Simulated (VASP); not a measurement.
The system is C.

```
C
1.0
     0.00000    1.78337    1.78337
     1.78337    0.00000    1.78337
     1.78337    1.78337    0.00000
C
2
Direct
  0.75000 0.75000 0.75000
  0.50000 0.50000 0.50000
```

This isn't the form of C at room conditions, which is graphite.

- Program: VASP 6.6.1
- Task: relaxation of cell and atoms
- Functional: HSE06
- Potentials or basis: VASP PAW PBE potentials, release 64 (C)
- Cutoff: 600 eV
- k mesh: 7 × 7 × 7
- Occupations: fermi-dirac, width 0.05 eV
- Spin: no spin polarisation

At the start: pressure -8.0 GPa; volume 5.67 Å³/atom.

Problem. Where does the relaxation end?

Solution. Over 3 steps the energy falls by 2.5 meV/atom and the volume is 5.57 Å³/atom (-1.7 %); space group Fd-3m (No. 227, to 0.05 Å).

The path:
```csv
step,energy change (eV),largest force (eV/Å),pressure (GPa),volume (Å³)
1,0.0000,0.0000,-8.05,11.34
2,0.0044,0.0000,11.68,10.88
3,-0.0051,0.0000,-0.03,11.15
```

Final structure:
```cif
data_structure
_symmetry_space_group_name_H-M 'P 1'
_symmetry_Int_Tables_number 1
_cell_length_a 2.5074
_cell_length_b 2.5074
_cell_length_c 2.5074
_cell_angle_alpha 60.000
_cell_angle_beta 60.000
_cell_angle_gamma 60.000
_cell_volume 11.15
loop_
_atom_site_label
_atom_site_type_symbol
_atom_site_fract_x
_atom_site_fract_y
_atom_site_fract_z
_atom_site_occupancy
C1 C 0.75000 0.75000 0.75000 1
C2 C 0.50000 0.50000 0.50000 1
```

Caveat: the k mesh is coarse (spacing up to 0.44 Å⁻¹), so the values aren't converged, least of all with exact exchange; the PAW data sets were made with another functional, which shifts forces and pressure a little.
